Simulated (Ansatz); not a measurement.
# Sn3Ge2: the cost of one run

Computed with Ansatz 0.2.0 (DFT PBE, scalar-relativistic, plane waves, PAW, unless a step's input says otherwise).

### Step 1. The starting structure

Symmetry: I4/mmm, No. 139, tetragonal system. The conventional cell has a = 3.452 Å, b = 3.452 Å, c = 20.531 Å, α = 90.00°, β = 90.00°, γ = 90.00°. Sn (site symmetry 4mm) has 4 Ge at 3.10 Å and 8 Sn at 3.45 Å as nearest neighbours. Sn (site symmetry 4/mmm) is surrounded by 8 Ge at 3.16 Å and 4 Sn at 3.45 Å. Ge (site symmetry 4mm) is surrounded by 8 Sn at 3.10 to 3.16 Å and 4 Ge at 3.45 Å.

Coordinates:

```cif
data_structure
_symmetry_space_group_name_H-M 'I4/mmm'
_symmetry_Int_Tables_number 139
_cell_length_a 3.4521
_cell_length_b 3.4521
_cell_length_c 20.5307
_cell_angle_alpha 90.000
_cell_angle_beta 90.000
_cell_angle_gamma 90.000
_cell_volume 244.67
loop_
_atom_site_label
_atom_site_type_symbol
_atom_site_symmetry_multiplicity
_atom_site_Wyckoff_symbol
_atom_site_fract_x
_atom_site_fract_y
_atom_site_fract_z
_atom_site_occupancy
Sn1 Sn 4 e 0.50000 0.50000 0.30940 1
Sn2 Sn 2 a 0.00000 0.00000 0.00000 1
Ge1 Ge 4 e 0.00000 0.00000 0.40224 1
```

The cell was relaxed beforehand at this level, from a generated guess; it is a trial structure. At a tolerance of 0.05 Å it has space group I4/mmm (No. 139); it has 24.47 Å³/atom, an uncorrected energy of +0.18 eV/atom over the elements.

### Step 2. Bands, states and charges

input.yaml reads:

```yaml
crystal:
  lattice:
    - [-1.7260677346, 1.7260677346, 10.2653653505]
    - [1.7260677346, -1.7260677346, 10.2653653505]
    - [1.7260677346, 1.7260677346, -10.2653653505]
  atoms:
    - { symbol: Sn, position: [0.8094032858, 0.8094032858, 0.0] }
    - { symbol: Sn, position: [0.0, 0.0, 0.0] }
    - { symbol: Sn, position: [0.1905967142, 0.1905967142, 0.0] }
    - { symbol: Ge, position: [0.4022359688, 0.4022359688, 0.0] }
    - { symbol: Ge, position: [0.5977640312, 0.5977640312, 0.0] }
basis:
  ecutwfc: 420
kpoints:
  mp_grid: { grid: [16, 16, 16] }
  band_path:
    path:
      - [[0.0, 0.0, 0.0], [0.0, 0.0, 0.5], [0.25, 0.25, 0.25], [0.0, 0.5, 0.0], [0.0, 0.0, 0.0], [0.5, 0.5, -0.5], [0.25706817, 0.74293183, -0.25706817]]
      - [[-0.25706817, 0.25706817, 0.25706817], [0.0, 0.0, 0.0]]
      - [[0.0, 0.0, 0.5], [-0.01413634, 0.01413634, 0.5]]
      - [[0.5, 0.5, -0.01413634], [0.5, 0.5, -0.5]]
    npoints: 14
hamiltonian:
  xc: pbe
scf:
  occupations: { method: gaussian, width: 0.1 }
  n_extra_bands: 12
output:
  forces: true
  stress: true
  eigenvalues: true
  populations: true
  dos: { projected: true, de: 0.02, nscf_kmesh: { grid: [20, 20, 20] } }
  bader: true
  write_density: true
  write_potential: true
  elf: true
  volumetric_format: npy
```

Command:

```
$ ansatz run input.yaml --threads 1 --pin off --max-ram 2560MiB --backend cpu --events-out ev --progress --plain --runs-dir out
```

What time and memory should one allow on 1 thread of Intel Xeon Platinum 8488C (Sapphire Rapids), shared host?

About 3.7 min, with a peak of 2.3 GiB.
